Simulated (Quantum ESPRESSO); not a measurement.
# V in Quantum ESPRESSO: the effect of Hubbard term

The system is V.

```xyz
1
Lattice="-1.5144 1.5144 1.5144 1.5144 -1.5144 1.5144 1.5144 1.5144 -1.5144" Properties=species:S:1:pos:R:3 pbc="T T T"
V     0.0000    0.0000    0.0000
```

Alike in all runs:

```yaml
Program: Quantum ESPRESSO 7.5
Task: Hubbard U by linear response
Functional: PBEsol
Potentials_or_basis: GBRV 1.5 PBEsol
Cutoff: 612 eV
Density_cutoff: 4898 eV
k_mesh: 8 × 8 × 8
Occupations: fermi-dirac, width 0.05 eV
Spin: collinear spin, ferromagnetic start
Starting_moments: "[2.0] μB"
Start_of_the_occupations: default
Hubbard_projectors: atomic
Mixing_beta: 0.3
Most_SCF_iterations: 120
SCF_threshold: 2e-10 Ry
q_mesh: 2 × 2 × 2
```

```csv
Hubbard term,pressure (GPa),moment (μB)
V d U = 0.0001 eV,?,?
V d U = 6.0 eV,69.9,4.21
V d U = 8.0 eV,71.5,4.43
```

Question: What does the run with Hubbard term V d U = 0.0001 eV give?

Answer: Pressure -13.3 GPa; moment 0.00 μB.

Caveats: all runs use coarse meshes; the computed U isn't converged in cell size; the U is typed as a test and isn't derived for this compound; a pressure of tens of GPa on the cell as given is suspect, and the run, the potentials or the cell itself is likely at fault (some runs).

Runs at the PBE level aren't shown here.
